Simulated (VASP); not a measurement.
# Sn (Im-3m) in VASP: a series of runs

Aim: see how the results for Sn move with the level of theory and the settings. Levels: PBE+D3(BJ), PBE+D4, PBE+TS. Tasks: relaxation of cell and atoms.

Program: VASP 6.6.1. These are calculated values, not measurements. Logs are shortened: lines on timing, memory, paths and dates and some standing lists are left out, and cuts for length are marked.

### Step 1. Starting point

It takes space group Im-3m (No. 229, cubic). The conventional cell has a = 3.789 Å, b = 3.789 Å, c = 3.789 Å, α = 90.00°, β = 90.00°, γ = 90.00°. Sn (site symmetry m-3m) has 8 Sn at 3.28 Å as nearest neighbours.

This isn't the form of Sn at room conditions, which is tetragonal (white tin).

### Step 2. Relaxation of cell and atoms, PBE+D3(BJ)

File INCAR:

```
SYSTEM = Sn
PREC = Accurate ; ENCUT = 600
EDIFF = 1E-6 ; ISMEAR = -1
SIGMA = 0.05 ; LREAL = .False.
LASPH = .True. ; NELM = 80
ALGO = Normal ; ISIF = 3
LWAVE = .False. ; LCHARG = .False.
GGA = PE ; IVDW = 12
IBRION = 2 ; NSW = 60
EDIFFG = -0.01
```

File KPOINTS:

```
regular mesh
0
Gamma
  10 10 10
  0 0 0
```

File POSCAR:

```
Sn
1.0
   -1.8946518192      1.8946518192      1.8946518192
    1.8946518192     -1.8946518192      1.8946518192
    1.8946518192      1.8946518192     -1.8946518192
Sn
1
Direct
    0.0000000000      0.0000000000      0.0000000000
```

Potentials or basis: VASP PAW PBE potentials, release 64 (Sn_d).

Started as:

```console
> cat potpaw_PBE.64/Sn_d/POTCAR > POTCAR
> mpirun -np 1 vasp_std > vasp.out
```

OUTCAR:

```text
SYSTEM = Sn
   PREC = Accurate
   ENCUT = 600
   EDIFF = 1E-6
   ISMEAR = -1
   LREAL = .False.
   LASPH = .True.
   NELM = 80
   ISIF = 3
   GGA = PE
   IVDW = 12
   IBRION = 2
   NSW = 60
   EDIFFG = -0.01
 IVDW          = 12

 ion  position               nearest neighbor table
   1  0.000  0.000  0.000-

  LATTYP: Found a body centered cubic cell.
 ALAT       =     3.7893036384

  Lattice vectors:

 A1 = (  -1.8946518192,   1.8946518192,   1.8946518192)
 A2 = (   1.8946518192,  -1.8946518192,   1.8946518192)
 A3 = (   1.8946518192,   1.8946518192,  -1.8946518192)

Analysis of symmetry for initial positions (statically):
=====================================================================
 Subroutine PRICEL returns:
 Original cell was already a primitive cell.

 Routine SETGRP: Setting up the symmetry group for a
 body centered cubic supercell.

 Subroutine GETGRP returns: Found 48 space group operations
 (whereof 48 operations were pure point group operations)
 out of a pool of 48 trial point group operations.

The static configuration has the point symmetry O_h .

Analysis of symmetry for dynamics (positions and initial velocities):
=====================================================================
 Subroutine PRICEL returns:
 Original cell was already a primitive cell.

 Routine SETGRP: Setting up the symmetry group for a
 body centered cubic supercell.

 Subroutine GETGRP returns: Found 48 space group operations
 (whereof 48 operations were pure point group operations)
 out of a pool of 48 trial point group operations.

The dynamic configuration has the point symmetry O_h .

 Subroutine INISYM returns: Found 48 space group operations
 (whereof 48 operations are pure point group operations),
 and found     1 'primitive' translations

----------------------------------------------------------------------------------------

                                     Primitive cell

  volume of cell :      27.2050

  direct lattice vectors                    reciprocal lattice vectors
    -1.894651819  1.894651819  1.894651819     0.000000000  0.263900731  0.263900731
     1.894651819 -1.894651819  1.894651819     0.263900731  0.000000000  0.263900731
     1.894651819  1.894651819 -1.894651819     0.263900731  0.263900731  0.000000000

  length of vectors
     3.281633214  3.281633214  3.281633214     0.373211993  0.373211993  0.373211993

  position of ions in fractional coordinates (direct lattice)
     0.000000000  0.000000000  0.000000000

  ion indices of the primitive-cell ions
   primitive index   ion index
                 1           1

----------------------------------------------------------------------------------------

 KPOINTS: regular mesh

Automatic generation of k-mesh.
 Grid dimensions read from file:
 generate k-points for:   10   10   10

 Generating k-lattice:

  Cartesian coordinates                     Fractional coordinates (reciprocal lattice)
     0.000000000  0.026390073  0.026390073     0.100000000  0.000000000  0.000000000
     0.026390073  0.000000000  0.026390073     0.000000000  0.100000000  0.000000000
     0.026390073  0.026390073  0.000000000     0.000000000  0.000000000  0.100000000

  Length of vectors
     0.037321199  0.037321199  0.037321199

  Shift w.r.t. Gamma in fractional coordinates (k-lattice)
     0.000000000  0.000000000  0.000000000

 Subroutine IBZKPT returns following result:
 ===========================================

 Found     47 irreducible k-points:

 Following reciprocal coordinates:
            Coordinates               Weight
  0.000000  0.000000  0.000000      1.000000
  0.100000  0.000000  0.000000     12.000000
  0.200000  0.000000  0.000000     12.000000
  0.300000  0.000000  0.000000     12.000000
  0.400000  0.000000  0.000000     12.000000
  0.500000  0.000000  0.000000      6.000000
[... 16 lines left out ...]
  0.300000  0.300000  0.100000      8.000000
 -0.300000  0.300000  0.100000     24.000000
 [... further k-points ...]
   k-points           NKPTS =     47   k-points in BZ     NKDIM =     47   number of bands    NBANDS=     11
   number of dos      NEDOS =    301   number of ions     NIONS =      1
   total plane-waves  NPLWV =  21952
   dimension x,y,z NGX =    28 NGY =   28 NGZ =   28
   dimension x,y,z NGXF=    56 NGYF=   56 NGZF=   56
   ions per type =               1
   NGX,Y,Z   is equivalent  to a cutoff of  14.18, 14.18, 14.18 a.u.
   NGXF,Y,Z  is equivalent  to a cutoff of  28.37, 28.37, 28.37 a.u.
 SYSTEM =  Sn
   PREC   = accura    normal or accurate (medium, high low for compatibility)
   ISTART =      0    job   : 0-new  1-cont  2-samecut
   ICHARG =      2    charge: 1-file 2-atom 10-const
   ISPIN  =      1    spin polarized calculation?
   LNONCOLLINEAR =      F non collinear calculations
   LSORBIT =      F    spin-orbit coupling
   LASPH  =      T    aspherical Exc in radial PAW
   ENCUT  =  600.0 eV  44.10 Ry    6.64 a.u.   6.55  6.55  6.55*2*pi/ulx,y,z
   NELM   =     80;   NELMIN=  2; NELMDL= -5     # of ELM steps
   EDIFF  = 0.1E-05   stopping-criterion for ELM
   LREAL  =      F    real-space projection
   EDIFFG = -.1E-01   stopping-criterion for IOM
   NSW    =     60    number of steps for IOM
   IBRION =      2    ionic relax: 0-MD 1-quasi-New 2-CG
   NFREE  =      1    steps in history (QN), initial steepest desc. (CG)
   ISIF   =      3    stress and relaxation
   ISYM   =      2    0-nonsym 1-usesym 2-fastsym
   POTIM  = 0.5000    time-step for ionic-motion
   TEBEG  =    0.0;   TEEND  =   0.0 temperature during run
   PSTRESS=    0.0 pullay stress
   NELECT =      14.0000    total number of electrons
   NUPDOWN=      -1.0000    fix difference up-down
   EMIN   =  10.00;   EMAX   =-10.00  energy-range for DOS
   EFERMI =   0.00;   METHOD = LEGACY
   ISMEAR =    -1;   SIGMA  =   0.05  broadening in eV -4-tet -1-fermi 0-gaus
   EFERMI_NEDOS =   21; number of points for ismear=-14 and -15
   IALGO  =     38    algorithm
   IMIX   =      4    mixing-type and parameters
     AMIX     =   0.40;   BMIX     =  1.00
     AMIX_MAG =   1.60;   BMIX_MAG =  1.00
  volume/ion in A,a.u.               =      27.20       183.59
  Fermi-wavevector in a.u.,A,eV,Ry     =   1.311902  2.479136 23.416813  1.721087
  Thomas-Fermi vector in A             =   2.442332
   LORBIT       =      0    0 simple, 1 ext, 2 COOP (PROOUT), +10 PAW based schemes
   GGA     = PE    functional components
   LHFCALC =     F    Hartree Fock is set to
   AEXX    =    0.0000 exact exchange contribution
   IVDW    =    12    specifies the selected vdW correction
   LEPSILON=     F    determine dielectric tensor
   LRPA    =     F    only Hartree local field effects (RPA)
 conjugate gradient relaxation of ions
 non-spin polarized calculation
  energy-cutoff  :      600.00
  volume of cell :       27.20
 maximum number of plane-waves:       935
 NGX is ok and might be reduce to    28
   NGX = 13   NGY = 13   NGZ = 13

--------------------------------------- Ionic step        1  -------------------------------------------

 number of electron      13.9999996 magnetization

 Free energy of the ion-electron system (eV)
  ---------------------------------------------------
  ext. energy  EPLUGINS =         0.00000000
  ---------------------------------------------------
  free energy    TOTEN  =        -3.76233284 eV

  energy without entropy =       -3.75504098  energy(sigma->0) =       -3.75868691

------------------------ aborting loop because EDIFF is reached ----------------------------------------

 Edisp (eV)   -0.38443

 E8    (eV) :    -0.1845

  FORCE on cell =-STRESS in cart. coord.  units (eV):
  Direction    XX          YY          ZZ          XY          YZ          ZX
  --------------------------------------------------------------------------------------
  -------------------------------------------------------------------------------------
  Total      -0.27201    -0.27201    -0.27201     0.00000    -0.00000     0.00000
  in kB     -16.01946   -16.01946   -16.01946     0.00000    -0.00000     0.00000
  external pressure =      -16.02 kB  Pullay stress =        0.00 kB
[... 59 lines left out ...]
  energy  without entropy=       -4.1450740458  energy(sigma->0) =       -4.14839419

--------------------------------------- Ionic step        3  -------------------------------------------

 number of electron      14.0000001 magnetization

 Free energy of the ion-electron system (eV)
  ---------------------------------------------------
  ext. energy  EPLUGINS =         0.00000000
  ---------------------------------------------------
  free energy    TOTEN  =        -3.75342862 eV

  energy without entropy =       -3.74670865  energy(sigma->0) =       -3.75006863

 E-fermi :   8.4952     XC(G=0): -10.5330

 val. band max:        8.4717531885   @ k =   0.2000   0.2000   0.2000
 cond. band min:       8.5058693617   @ k =  -0.4000   0.4000   0.4000
 fundamental gap:      0.0341161731
 Fermi energy:         8.4952100943

 k-point     1 :       0.0000    0.0000    0.0000
  band No.  band energies     occupation
      1     -13.0791      2.00000
      2     -13.0791      2.00000
      3     -13.0791      2.00000
      4     -12.9257      2.00000
      5     -12.9257      2.00000
      6      -2.8280      2.00000
      7      16.8110      0.00000
      8      16.8110      0.00000
      9      16.8110      0.00000
     10      20.7025      0.00000
     11      20.7025      0.00000
[... 309 lines left out ...]
 k-point    24 :      -0.3000    0.3000    0.1000
  band No.  band energies     occupation
      1     -13.0882      2.00000
      2     -13.0393      2.00000
      3     -12.9617      2.00000
      4     -12.9351      2.00000
      5     -12.9224      2.00000
      6      -0.5805      2.00000
      7       8.7104      0.02670
      8      12.4885      0.00000
      9      13.8264      0.00000
     10      17.6923      0.00000
     11      18.6880      0.00000

 [... further k-points ...]

------------------------ aborting loop because EDIFF is reached ----------------------------------------

 Edisp (eV)   -0.39836

 E8    (eV) :    -0.1911

  FORCE on cell =-STRESS in cart. coord.  units (eV):
  Direction    XX          YY          ZZ          XY          YZ          ZX
  --------------------------------------------------------------------------------------
  -------------------------------------------------------------------------------------
  Total       0.00366     0.00366     0.00366    -0.00000    -0.00000     0.00000
  in kB       0.22341     0.22341     0.22341    -0.00000    -0.00000     0.00000
  external pressure =        0.22 kB  Pullay stress =        0.00 kB
[... 16 lines left out ...]
  FREE ENERGIE OF THE ION-ELECTRON SYSTEM (eV)
  ---------------------------------------------------
  free  energy   TOTEN  =        -4.1517849113 eV

  energy  without entropy=       -4.1450649416  energy(sigma->0) =       -4.14842493

 reached required accuracy - stopping structural energy minimisation
```

Wall time 66 s (1 thread of Intel Xeon Platinum 8259CL at 2.50GHz (Skylake/Cascade Lake), shared host); peak memory 0.18 GiB.

What came out:

```yaml
Free_energy: -4.1518 eV
Relaxed_volume: 26.26 Å³/atom
Relaxed_cell: a = 3.243 Å, b = 3.243 Å, c = 3.243 Å, α = 109.47°, β = 109.47°, γ = 109.47°
Space_group_after_relaxing_to_0.05_Å: Im-3m (No. 229)
Energy_gained_by_relaxing: 5.0 meV/atom
Ionic_steps: 3
Pressure_after_relaxing: 0.0 GPa
Band_gap_on_the_k_mesh: none (metal or under the smearing width)
Dispersion_energy_per_atom: -0.398 eV
```

Step by step:
| step | energy change (eV) | largest force (eV/Å) | pressure (GPa) | volume (Å³) |
| --- | --- | --- | --- | --- |
| 1 | 0.0000 | 0.0000 | -1.60 | 27.20 |
| 2 | -0.0049 | 0.0000 | 0.22 | 26.15 |
| 3 | -0.0050 | 0.0000 | 0.02 | 26.26 |

Final structure:
```
CELL_PARAMETERS angstrom
-1.87234 1.87234 1.87234
1.87234 -1.87234 1.87234
1.87234 1.87234 -1.87234
ATOMIC_POSITIONS crystal
Sn 0.00000 0.00000 0.00000
```

Levels at points of the mesh, in eV from the Fermi level:
| k point | band 5 | band 6 | band 7 | band 8 | band 9 | band 10 |
| --- | --- | --- | --- | --- | --- | --- |
| (0.00, 0.00, 0.00) | -21.42 | -11.32 | 8.32 | 8.32 | 8.32 | 12.21 |
| (0.50, 0.00, 0.00) | -21.33 | -6.43 | -4.58 | 3.74 | 5.59 | 8.18 |
| (0.50, 0.50, 0.50) | -21.35 | -2.24 | -0.50 | -0.50 | -0.50 | 3.84 |

Caveat: pairwise dispersion overbinds metals, which lowers pressure and volume.

### Step 3. Relaxation of cell and atoms, PBE+D4

INCAR, as its differences from that of step 2:

```diff
@@ -7,3 +7,3 @@
 LWAVE = .False. ; LCHARG = .False.
-GGA = PE ; IVDW = 12
+GGA = PE ; IVDW = 13
 IBRION = 2 ; NSW = 60
```

KPOINTS is that of step 2.

POSCAR is that of step 2.

Potentials or basis: VASP PAW PBE potentials, release 64 (Sn_d).

Started as:

```console
> cat potpaw_PBE.64/Sn_d/POTCAR > POTCAR
> mpirun -np 1 vasp_std > vasp.out
```

It took 46 s on 1 thread of Intel Xeon Platinum 8259CL at 2.50GHz (Skylake/Cascade Lake), shared host; peak memory 0.17 GiB.

It converged, with:

| Property | Result |
| --- | --- |
| Free energy | -4.1888 eV |
| Relaxed volume | 26.23 Å³/atom |
| Relaxed cell | a = 3.242 Å, b = 3.242 Å, c = 3.242 Å, α = 109.47°, β = 109.47°, γ = 109.47° |
| Space group after relaxing (to 0.05 Å) | Im-3m (No. 229) |
| Energy gained by relaxing | 5.3 meV/atom |
| Ionic steps | 3 |
| Pressure after relaxing | 0.0 GPa |
| Band gap on the k mesh | none (metal or under the smearing width) |
| Dispersion energy per atom | -0.436 eV |

The path:
```
step  energy change (eV)  largest force (eV/Å)  pressure (GPa)  volume (Å³)
   1              0.0000                0.0000           -1.65        27.20
   2             -0.0052                0.0000            0.25        26.11
   3             -0.0053                0.0000            0.02        26.23
```

Final structure:
```cif
data_structure
_symmetry_space_group_name_H-M 'P 1'
_symmetry_Int_Tables_number 1
_cell_length_a 3.2421
_cell_length_b 3.2421
_cell_length_c 3.2421
_cell_angle_alpha 109.471
_cell_angle_beta 109.471
_cell_angle_gamma 109.471
_cell_volume 26.23
loop_
_atom_site_label
_atom_site_type_symbol
_atom_site_fract_x
_atom_site_fract_y
_atom_site_fract_z
_atom_site_occupancy
Sn1 Sn 0.00000 0.00000 0.00000 1
```

Levels at points of the mesh, in eV from the Fermi level:
| k point | band 4 | band 5 | band 6 | band 7 | band 8 | band 9 | band 10 | band 11 |
| --- | --- | --- | --- | --- | --- | --- | --- | --- |
| (0.00, 0.00, 0.00) | -21.42 | -21.42 | -11.33 | 8.32 | 8.32 | 8.32 | 12.21 | 12.21 |
| (0.50, 0.00, 0.00) | -21.43 | -21.33 | -6.43 | -4.59 | 3.75 | 5.59 | 8.18 | 8.39 |
| (0.50, 0.50, 0.50) | -21.35 | -21.35 | -2.24 | -0.50 | -0.50 | -0.50 | 3.84 | 3.84 |

Caveat: pairwise dispersion overbinds metals, which lowers pressure and volume.

(Continued in part 2 of 2.)
